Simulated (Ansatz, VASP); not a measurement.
**Two plane-wave programs on NaCl**

Contents of INCAR:

```
ALGO = Normal
EDIFF = 1E-7
EDIFFG = -0.01
ENCUT = 600
GGA = PE
IBRION = 2
ISIF = 3
ISMEAR = -1
IVDW = 13
LASPH = T
LCHARG = F
LREAL = F
LWAVE = F
NELM = 100
NSW = 60
PREC = Accurate
SIGMA = 0.05
```

Contents of KPOINTS:

```
k-points
0
Gamma
  8 8 8
```

POSCAR

```
NaCl
1.0
    0.0000000000      2.7940632177      2.7940632177
    2.7940632177      0.0000000000      2.7940632177
    2.7940632177      2.7940632177      0.0000000000
Cl Na
1 1
Direct
    0.5000000000      0.5000000000      0.5000000000
    0.0000000000      0.0000000000      0.0000000000
```

The input input.yaml:

```yaml
crystal:
  lattice:
    - [0.0, 2.7940632177, 2.7940632177]
    - [2.7940632177, 0.0, 2.7940632177]
    - [2.7940632177, 2.7940632177, 0.0]
  atoms:
    - { symbol: Cl, position: [0.5, 0.5, 0.5] }
    - { symbol: Na, position: [0.0, 0.0, 0.0] }
hamiltonian:
  xc: pbe
  pseudopotentials: { kind: paw }
  dispersion: d4
kpoints:
  mp_grid: { grid: [8, 8, 8] }
scf:
  occupations: { method: fermi_dirac, width: 0.05 }
output:
  forces: true
  stress: true
  eigenvalues: true
relax:
  f_tol: 0.01
  max_steps: 40
  cell: { stress_tol: 0.05 }
```

The cell is a database's computed one.

Alike in both runs: task relaxation of cell and atoms; functional PBE; dispersion D4; k mesh 8 × 8 × 8; occupations fermi-dirac, width 0.05 eV; no spin polarisation.

|  | VASP | Ansatz |
| --- | --- | --- |
| version | VASP 6.6.1 | Ansatz 0.2.0 |
| potentials or method | VASP PAW PBE potentials, release 64 (Cl, Na_pv) | Ansatz PAW |
| plane-wave cutoff (eV) | 600 | 420 |
| valence electrons in the cell | 14 | 16 |

Ansatz gave:

```
gap on the k mesh at the Fermi level, each at its own relaxed structure (eV) : 5.12
relaxed volume (Å³/atom)                                                     : 22.37
relaxed cell length with the largest relative difference (Å)                 : 3.985
energy change over the relaxation (meV/atom)                                 : -1
```

**Question.** What did VASP give for the same quantities?

**Answer.** gap on the k mesh at the Fermi level, each at its own relaxed structure (eV): 5.11; relaxed volume (Å³/atom): 22.40; relaxed cell length with the largest relative difference (Å): 3.987; energy change over the relaxation (meV/atom): -1.

The two sets of potentials don't hold the same shells in valence.

Caveats: the plane-wave basis is chosen anew once the cell has moved, so the energies of steps on either side of that aren't comparable (Ansatz). A k mesh can miss the band edges. As with any semilocal functional, this PBE gap is likely too small.
